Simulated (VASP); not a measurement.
# AlN (P6_3mc) in VASP: further runs

One crystal, AlN, is run at these levels: PBE, PBEsol; tasks: elastic constants.

All numbers are computed with VASP 6.6.1; they aren't measurements. Logs are shortened: lines on timing, memory, paths and dates and some standing lists are left out, and cuts for length are marked.

## Step 1: The structure

It takes space group P6_3mc (No. 186, hexagonal). The conventional cell has a = 3.128 Å, b = 3.128 Å, c = 5.016 Å, α = 90.00°, β = 90.00°, γ = 120.00°. Al (site symmetry 3m) is surrounded by 4 N at 1.90 to 1.91 Å. N (site symmetry 3m) has 4 Al at 1.90 to 1.91 Å as nearest neighbours.

## Step 2: Elastic constants, PBE

POSCAR reads:

```
AlN
1.0
    3.1278661592      0.0000000000      0.0000000000
   -1.5639330795      2.7088115535     -0.0000000000
    0.0000000000      0.0000000000      5.0159256132
  Al              N
     2     2
Direct
     0.3333333332999970    0.6666666667000030    0.9992990147951715
     0.6666666667000030    0.3333333332999970    0.4992990147951714
     0.3333333332999970    0.6666666667000030    0.3807009852048311
     0.6666666667000030    0.3333333332999970    0.8807009852048311
```

INCAR.step1 reads:

```
PREC = Accurate
ENCUT = 600
EDIFF = 1E-8
ISMEAR = 0
SIGMA = 0.03
LREAL = F
LASPH = T
NELM = 80
ALGO = Normal
ISIF = 3
LWAVE = F
LCHARG = F
GGA = PE
KPAR = 2
IBRION = 2
NSW = 40
EDIFFG = -0.002
```

INCAR.step2 reads:

```
PREC = Accurate
ENCUT = 600
EDIFF = 1E-8
ISMEAR = 0
SIGMA = 0.03
LREAL = F
LASPH = T
NELM = 80
ALGO = Normal
ISIF = 3
LWAVE = F
LCHARG = F
GGA = PE
KPAR = 2
IBRION = 6
NFREE = 2
POTIM = 0.015
NSW = 1
LEPSILON = T
```

KPOINTS reads:

```
regular mesh
0
Gamma
  18 18 9
```

Potentials or basis: VASP PAW PBE potentials, release 64 (Al, N).

The run is started by

```sh
$ cat potpaw_PBE.64/Al/POTCAR potpaw_PBE.64/N/POTCAR > POTCAR
$ cp INCAR.step1 INCAR
$ mpirun -np 2 vasp_std > vasp.out
$ cp CONTCAR POSCAR
$ cp INCAR.step2 INCAR
$ mpirun -np 2 vasp_std > vasp.out
```

OUTCAR:

```text
PREC = Accurate
   ENCUT = 600
   EDIFF = 1E-8
   ISMEAR = 0
   LREAL = F
   LASPH = T
   NELM = 80
   ISIF = 3
   GGA = PE
   IBRION = 6
   NFREE = 2
   POTIM = 0.015
   NSW = 1
   LEPSILON = T

 ion  position               nearest neighbor table
   1  0.333  0.667  0.999-   4 1.90   4 1.90   4 1.90   3 1.91   2 3.09   2 3.09   2 3.09   2 3.09
                             2 3.09   2 3.09
   2  0.667  0.333  0.499-   3 1.90   3 1.90   3 1.90   4 1.91   1 3.09   1 3.09   1 3.09   1 3.09
                             1 3.09   1 3.09
   3  0.333  0.667  0.381-   2 1.90   2 1.90   2 1.90   1 1.91
   4  0.667  0.333  0.881-   1 1.90   1 1.90   1 1.90   2 1.91

  LATTYP: Found a hexagonal cell.
 ALAT       =     3.1277599795
 C/A-ratio  =     1.6035651435

  Lattice vectors:

 A1 = (   3.1277599795,  -0.0000000000,   0.0000000000)
 A2 = (  -1.5638799896,   2.7087195992,   0.0000000000)
 A3 = (   0.0000000000,   0.0000000000,   5.0155668802)

Analysis of symmetry for initial positions (statically):
=====================================================================
 Subroutine PRICEL returns:
 Original cell was already a primitive cell.

 Routine SETGRP: Setting up the symmetry group for a
 hexagonal supercell.

 Subroutine GETGRP returns: Found 12 space group operations
 (whereof  6 operations were pure point group operations)
 out of a pool of 24 trial point group operations.

The static configuration has the point symmetry C_3v.
 The point group associated with its full space group is C_6v.

Analysis of symmetry for dynamics (positions and initial velocities):
=====================================================================
 Subroutine PRICEL returns:
 Original cell was already a primitive cell.

 Routine SETGRP: Setting up the symmetry group for a
 hexagonal supercell.

 Subroutine GETGRP returns: Found 12 space group operations
 (whereof  6 operations were pure point group operations)
 out of a pool of 24 trial point group operations.

The dynamic configuration has the point symmetry C_3v.
 The point group associated with its full space group is C_6v.

 Subroutine INISYM returns: Found 12 space group operations
 (whereof  6 operations are pure point group operations),
 and found     1 'primitive' translations

----------------------------------------------------------------------------------------

                                     Primitive cell

  volume of cell :      42.4930

  direct lattice vectors                    reciprocal lattice vectors
     3.127759979 -0.000000000  0.000000000     0.319717627  0.184589058  0.000000000
    -1.563879990  2.708719599  0.000000000     0.000000000  0.369178117  0.000000000
     0.000000000  0.000000000  5.015566880     0.000000000  0.000000000  0.199379257

  length of vectors
     3.127759979  3.127759979  5.015566880     0.369178117  0.369178117  0.199379257

  position of ions in fractional coordinates (direct lattice)
     0.333333333  0.666666667  0.999254106
     0.666666667  0.333333333  0.499254106
     0.333333333  0.666666667  0.380745894
     0.666666667  0.333333333  0.880745894

  ion indices of the primitive-cell ions
   primitive index   ion index
                 1           1
                 2           2
                 3           3
                 4           4

[... 287 lines left out ...]
--------------------------------------- Ionic step       19  -------------------------------------------

 number of electron      15.9999999 magnetization

------------------------ aborting loop because EDIFF is reached ----------------------------------------
[... 71 lines left out ...]
--------------------------------------- Ionic step       21  -------------------------------------------

 number of electron      16.0000000 magnetization

 Free energy of the ion-electron system (eV)
  ---------------------------------------------------
  ext. energy  EPLUGINS =         0.00000000
  ---------------------------------------------------
  free energy    TOTEN  =       -29.78138020 eV

  energy without entropy =      -29.78138020  energy(sigma->0) =      -29.78138020

 E-fermi :   6.0869     XC(G=0): -10.8361

 val. band max:        5.9580791380   @ k =   0.0000   0.0000   0.0000
 cond. band min:      10.0424181790   @ k =   0.0000   0.0000   0.0000
 fundamental gap:      4.0843390410
 Fermi energy:         6.0869356197

 k-point     1 :       0.0000    0.0000    0.0000
  band No.  band energies     occupation
      1      -9.0966      2.00000
      2      -7.0073      2.00000
      3       0.0586      2.00000
      4       5.1490      2.00000
      5       5.1490      2.00000
      6       5.7920      2.00000
      7       5.7920      2.00000
      8       5.9581      2.00000
      9      10.0424      0.00000
     10      12.5086      0.00000
     11      16.4346      0.00000
     12      17.0312      0.00000
[... 331 lines left out ...]
 k-point    24 :       0.3889    0.1111    0.0000
  band No.  band energies     occupation
      1      -7.2177      2.00000
      2      -6.4663      2.00000
      3       0.8318      2.00000
      4       2.0241      2.00000
      5       2.5933      2.00000
      6       3.5207      2.00000
      7       4.3611      2.00000
      8       4.9172      2.00000
      9      11.7397      0.00000
     10      12.4629      0.00000
     11      14.3104      0.00000
     12      16.0379      0.00000

 [... further k-points ...]
[... 5 lines left out ...]
  --------------------------------------------------------------------------------------
  -------------------------------------------------------------------------------------
  Total       -0.0674090     -0.0674090      0.1708916     -0.0000000     -0.0000000     -0.0000000
  in kB       -2.5416219     -2.5416219      6.4433794     -0.0000000     -0.0000000     -0.0000000
  external PRESSURE =       0.4533786 kB  Pullay stress =       0.0000000 kB
[... 19 lines left out ...]
  FREE ENERGIE OF THE ION-ELECTRON SYSTEM (eV)
  ---------------------------------------------------
  free  energy   TOTEN  =       -29.7813802024 eV

  energy  without entropy=      -29.7813802024  energy(sigma->0) =      -29.78138020

 INTERNAL STRAIN TENSORS FROM STRAINED CELLS
 ============================================

 INTERNAL STRAIN TENSOR FOR ION    1 for displacements in x,y,z  (eV/Angst):
          X           Y           Z          XY          YZ          ZX
  --------------------------------------------------------------------------------
  x    -0.00000     0.00000    -0.00000    -8.24983    -0.00000    -4.93407
  y    -8.27175     8.29828    -0.00000    -0.00005    -4.92408    -0.00003
  z    -5.10393    -5.11473    11.30936    -0.00016    -0.00969    -0.00020

 INTERNAL STRAIN TENSORS FROM DISPLACED ATOMS
 ============================================

 INTERNAL STRAIN TENSOR FOR ION    1 for displacements in x,y,z  (eV/Angst):
          X           Y           Z          XY          YZ          ZX
  --------------------------------------------------------------------------------
  x    -0.00000     0.00000     0.00000    -8.24191    -0.00000    -4.92593
  y    -8.24191     8.24191     0.00000     0.00000    -4.92593    -0.00000
  z    -5.08867    -5.08867    11.24970    -0.00000     0.00000     0.00000

 INTERNAL STRAIN TENSOR FOR ION    4 for displacements in x,y,z  (eV/Angst):
          X           Y           Z          XY          YZ          ZX
  --------------------------------------------------------------------------------
  x     0.00000    -0.00000     0.00000     9.88121     0.00000     4.92538
  y     9.88121    -9.88121     0.00000    -0.00000     4.92538     0.00000
  z     5.09794     5.09794   -11.25596     0.00000    -0.00000    -0.00000

 Eigenvectors and eigenvalues of the dynamical matrix
 ----------------------------------------------------

   1 f  =   21.217039 THz   133.310589 2PiTHz  707.724251 cm-1    87.746584 meV
             X         Y         Z           dx          dy          dz
     -0.000000  1.805813  5.011826     0.000000   -0.000000   -0.007258
      1.563880  0.902907  2.504042     0.000000   -0.000000    0.007258
     -0.000000  1.805813  1.909656    -0.000000    0.000000   -0.707070
      1.563880  0.902907  4.417440    -0.000000    0.000000    0.707070
[... 71 lines left out ...]
  12 f/i=    0.000353 THz     0.002220 2PiTHz    0.011786 cm-1     0.001461 meV
             X         Y         Z           dx          dy          dz
     -0.000000  1.805813  5.011826     0.000000    0.000000    0.573751
      1.563880  0.902907  2.504042     0.000000    0.000000    0.573751
     -0.000000  1.805813  1.909656     0.000000    0.000000    0.413291
      1.563880  0.902907  4.417440     0.000000    0.000000    0.413291

--------------------------------------------------------------------------------------------------------

 MACROSCOPIC STATIC DIELECTRIC TENSOR IONIC CONTRIBUTION
 ------------------------------------------------------
           3.751674     0.000000    -0.000000
           0.000000     3.751674     0.000000
          -0.000000     0.000000     5.052923
 ------------------------------------------------------

 ELASTIC MODULI CONTR FROM IONIC RELAXATION (kBar)
 Direction    XX          YY          ZZ          XY          YZ          ZX
 --------------------------------------------------------------------------------
 XX        -641.0776    316.8831    358.1277     -0.0000      0.0000     -0.0000
 YY         316.8831   -641.0776    358.1277     -0.0000     -0.0000      0.0000
 ZZ         358.1277    358.1277   -791.2254      0.0000      0.0000     -0.0000
 XY          -0.0000     -0.0000      0.0000   -478.9803      0.0000     -0.0000
 YZ           0.0000     -0.0000      0.0000      0.0000   -127.3296     -0.0000
 ZX          -0.0000      0.0000     -0.0000     -0.0000     -0.0000   -127.3296
 --------------------------------------------------------------------------------

 TOTAL ELASTIC MODULI (kBar)
 Direction    XX          YY          ZZ          XY          YZ          ZX
 --------------------------------------------------------------------------------
 XX        3749.1322   1282.7445    975.9608      0.0000      0.0000     -0.0000
 YY        1282.7445   3749.1322    975.9608      0.0000     -0.0000      0.0000
 ZZ         975.9608    975.9608   3552.0870      0.0000      0.0000     -0.0000
 XY           0.0000      0.0000      0.0000   1233.1939      0.0000     -0.0000
 YZ           0.0000     -0.0000      0.0000      0.0000   1117.5982      0.0000
 ZX          -0.0000      0.0000     -0.0000     -0.0000      0.0000   1117.5983
 --------------------------------------------------------------------------------

 PIEZOELECTRIC TENSOR IONIC CONTR  for field in x, y, z        (C/m^2)
          XX          YY          ZZ          XY          YZ          ZX
  --------------------------------------------------------------------------------
  x    -0.00000     0.00000    -0.00000    -0.00000    -0.00000    -0.65035
  y     0.00000    -0.00000     0.00000     0.00000    -0.65035    -0.00000
  z    -0.85159    -0.85159     1.88145    -0.00000    -0.00000     0.00000
```

Wall time 31 min (2 MPI ranks of Intel Xeon Platinum 8488C (Sapphire Rapids), shared host); peak memory 1.4 GiB.

Results:

```
Electronic dielectric tensor (diagonal)                 : 4.47, 4.47, 4.69
Born charges (mean of the diagonal)                     : Al +2.57; N -2.57 e
Voigt bulk modulus                                      : 195 GPa
Highest phonon frequency at Γ, LO-TO splitting left out : 708 cm⁻¹
```

Phonon frequencies in cm⁻¹ (negative: imaginary):
```tsv
q point	frequencies
(0.000, 0.000, 0.000)	0 0 0 237 237 537 597 639 639 651 651 708
```

Elastic tensor in Voigt notation (GPa, in the Cartesian axes of the cell as first typed):
```
375 128  98   0   0   0
128 375  98   0   0   0
 98  98 355   0   0   0
  0   0   0 112   0   0
  0   0   0   0 112   0
  0   0   0   0   0 123
```

Electronic dielectric tensor:
```
4.47 0.00 0.00
0.00 4.47 0.00
0.00 0.00 4.69
```

Born effective charge tensors (e):
atom 1, Al
```
2.52 0.00 0.00
0.00 2.52 0.00
0.00 0.00 2.68
```
atom 2, Al
```
2.52 0.00 0.00
0.00 2.52 0.00
0.00 0.00 2.68
```
atom 3, N
```
-2.52  0.00  0.00
 0.00 -2.52  0.00
 0.00  0.00 -2.68
```
atom 4, N
```
-2.52  0.00  0.00
 0.00 -2.52  0.00
 0.00  0.00 -2.68
```

Clamped-ion elastic tensor (GPa):
```
439  97  62   0   0   0
 97 439  62   0   0   0
 62  62 434   0   0   0
  0   0   0 124   0   0
  0   0   0   0 124   0
  0   0   0   0   0 171
```

## Step 3: Elastic constants, PBE

POSCAR is that of step 2.

INCAR.step1 reads:

```
ALGO = Normal
EDIFF = 1E-8
EDIFFG = -0.002
ENCUT = 600
GGA = PE
IBRION = 2
ISIF = 3
ISMEAR = 0
KPAR = 2
LASPH = T
LCHARG = F
LREAL = F
LWAVE = F
NELM = 80
NSW = 40
PREC = Accurate
SIGMA = 0.03
```

INCAR.step2 reads:

```
ALGO = Normal
EDIFF = 1E-8
ENCUT = 600
GGA = PE
IBRION = 6
ISIF = 3
ISMEAR = 0
KPAR = 2
LASPH = T
LCHARG = F
LREAL = F
LWAVE = F
NELM = 80
NFREE = 2
NSW = 1
POTIM = 0.015
PREC = Accurate
SIGMA = 0.03
```

KPOINTS reads:

```
k-points
0
Gamma
  12 12 6
```

Potentials or basis: VASP PAW PBE potentials, release 64 (Al, N).

The run is started by

```sh
$ cat potpaw_PBE.64/Al/POTCAR potpaw_PBE.64/N/POTCAR > POTCAR
$ cp INCAR.step1 INCAR
$ mpirun -np 2 vasp_std > vasp.out
$ cp CONTCAR POSCAR
$ cp INCAR.step2 INCAR
$ mpirun -np 2 vasp_std > vasp.out
```

Run time: 6.9 min. Hardware: 2 MPI ranks of Intel Xeon 6975P-C (Granite Rapids), shared host; peak memory 0.53 GiB.

Results (log left out):

```yaml
Voigt_bulk_modulus: 195 GPa
Highest_phonon_frequency_at_Γ_LO-TO_splitting_left_out: 708 cm⁻¹
```

Phonon frequencies in cm⁻¹ (negative: imaginary):
```
              q point                                frequencies
(0.000, 0.000, 0.000)  0 0 0 237 237 537 597 639 639 651 651 708
```

Elastic tensor in Voigt notation (GPa, in the Cartesian axes of the cell as first typed):
```
375 128  98   0   0   0
128 375  98   0   0   0
 98  98 355   0   0   0
  0   0   0 112   0   0
  0   0   0   0 112   0
  0   0   0   0   0 123
```

Clamped-ion elastic tensor (GPa):
```
439  97  62   0   0   0
 97 439  62   0   0   0
 62  62 434   0   0   0
  0   0   0 124   0   0
  0   0   0   0 124   0
  0   0   0   0   0 171
```

## Step 4: Elastic constants, PBEsol

This run uses another cell than the first one, of 10.45 Å³/atom, 0.984 times its volume.

POSCAR reads:

```
AlN
1.0
    3.1131018719     -0.0000000000      0.0000000000
   -1.5565509360      2.6960253057     -0.0000000000
    0.0000000000     -0.0000000000      4.9818131009
  Al              N
     2     2
Direct
     0.3333333332999970    0.6666666667000030    0.9989855796651930
     0.6666666667000030    0.3333333332999970    0.4989855796651930
     0.3333333332999970    0.6666666667000030    0.3810144203348096
     0.6666666667000030    0.3333333332999970    0.8810144203348096
```

INCAR.step1 reads:

```
SYSTEM = AlN
ALGO     = Normal         ! electronic algorithm
EDIFF    = 1E-8           ! SCF threshold, eV
EDIFFG   = -0.002         ! ionic threshold
ENCUT    = 600            ! plane-wave cutoff, eV
GGA      = PS             ! functional
IBRION   = 2              ! ionic algorithm
ISIF     = 3              ! what is computed and relaxed
ISMEAR   = 0              ! smearing method
KPAR     = 2            
LASPH    = .True.         ! aspherical terms in the spheres
LCHARG   = .False.        ! write CHGCAR
LREAL    = .False.        ! projectors in reciprocal space
LWAVE    = .False.        ! write WAVECAR
NELM     = 80             ! most SCF steps
NSW      = 40             ! ionic steps
PREC     = Accurate       ! precision mode
SIGMA    = 0.03           ! smearing width, eV
```

INCAR.step2 reads:

```
SYSTEM = AlN
ALGO     = Normal         ! electronic algorithm
EDIFF    = 1E-8           ! SCF threshold, eV
ENCUT    = 600            ! plane-wave cutoff, eV
GGA      = PS             ! functional
IBRION   = 6              ! ionic algorithm
ISIF     = 3              ! what is computed and relaxed
ISMEAR   = 0              ! smearing method
KPAR     = 2            
LASPH    = .True.         ! aspherical terms in the spheres
LCHARG   = .False.        ! write CHGCAR
LREAL    = .False.        ! projectors in reciprocal space
LWAVE    = .False.        ! write WAVECAR
NELM     = 80             ! most SCF steps
NFREE    = 2            
NSW      = 1              ! ionic steps
POTIM    = 0.015          ! step
PREC     = Accurate       ! precision mode
SIGMA    = 0.03           ! smearing width, eV
```

KPOINTS reads:

```
k-points
0
Gamma
  12 12 6
  0 0 0
```

The run is started by

```sh
$ cat potpaw_PBE.64/Al/POTCAR potpaw_PBE.64/N/POTCAR > POTCAR
$ cp INCAR.step1 INCAR
$ mpirun -np 2 vasp_std > vasp.out
$ cp CONTCAR POSCAR
$ cp INCAR.step2 INCAR
$ mpirun -np 2 vasp_std > vasp.out
```

Run time: 7.4 min. Hardware: 2 MPI ranks of Intel Xeon 6975P-C (Granite Rapids), shared host; peak memory 0.51 GiB.

Results (log left out):

```
Voigt bulk modulus                                      : 203 GPa
Highest phonon frequency at Γ, LO-TO splitting left out : 716 cm⁻¹
```

Phonon frequencies in cm⁻¹ (negative: imaginary):
| q point | frequencies |
| --- | --- |
| (0.000, 0.000, 0.000) | 0 0 0 236 236 543 609 656 656 667 667 716 |

Elastic tensor in Voigt notation (GPa, in the Cartesian axes of the cell as first typed):
```
381 138 108   0   0   0
138 381 108   0   0   0
108 108 355   0   0   0
  0   0   0 111   0   0
  0   0   0   0 111   0
  0   0   0   0   0 121
```

Clamped-ion elastic tensor (GPa):
```
455 103  65   0   0   0
103 455  65   0   0   0
 65  65 450   0   0   0
  0   0   0 126   0   0
  0   0   0   0 126   0
  0   0   0   0   0 176
```

Caveat: the PAW data sets were made with another functional, which shifts forces and pressure a little.
